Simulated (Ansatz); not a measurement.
Crystal: ZnS (Wurtzite-2H).

```
Zn S
1.0
     3.81100    0.00000    0.00000
    -1.90550    3.30042    0.00000
     0.00000    0.00000    6.23400
Zn S
2 2
Direct
  0.66667 0.33333 0.50000
  0.33333 0.66667 0.00000
  0.66667 0.33333 0.88500
  0.33333 0.66667 0.38500
```

```yaml
Program: Ansatz 0.2.0
Task: relaxation of cell and atoms
Functional: RPBE
Dispersion: D3(BJ)
Potentials_or_basis: Ansatz PAW
Cutoff: "420 eV (not typed: the program's choice for these potentials)"
k_mesh: 8 × 8 × 5
Occupations: gaussian, width 0.01 eV
Spin: no spin polarisation
```

At the start: volume 19.60 Å³/atom.

**Question.** Where does the relaxation end?

**Answer.** It ends after 6 steps and the volume is 18.13 Å³/atom (-7.5 %); space group P6_3mc (No. 186, to 0.05 Å).

The path:
| step | energy change (eV) | largest force (eV/Å) | volume (Å³) |
| --- | --- | --- | --- |
| 1 | 0.0000 | 0.3333 | 78.41 |
| 2 | -0.1042 | 0.2229 | 74.97 |
| 3 | -0.1320 | 0.0238 | 72.03 |
| 4 | -0.1345 | 0.0151 | 72.53 |
| 5 | -0.1346 | 0.0004 | 72.52 |
| 6 | -0.1314 | 0.0005 | 72.52 |

Final structure:
```
Zn S
1.0
     3.71223    0.00000    0.00000
    -1.85611    3.21489    0.00000
     0.00000    0.00000    6.07638
Zn S
2 2
Direct
  0.66667 0.33333 0.50511
  0.33333 0.66667 0.00511
  0.66667 0.33333 0.87989
  0.33333 0.66667 0.37989
```

Caveat: the plane-wave basis is chosen anew once the cell has moved, so the energies of steps on either side of that aren't comparable; the PAW data sets come from PBE, with cores solved anew for the run's functional, which leaves a small shift of forces and pressure.
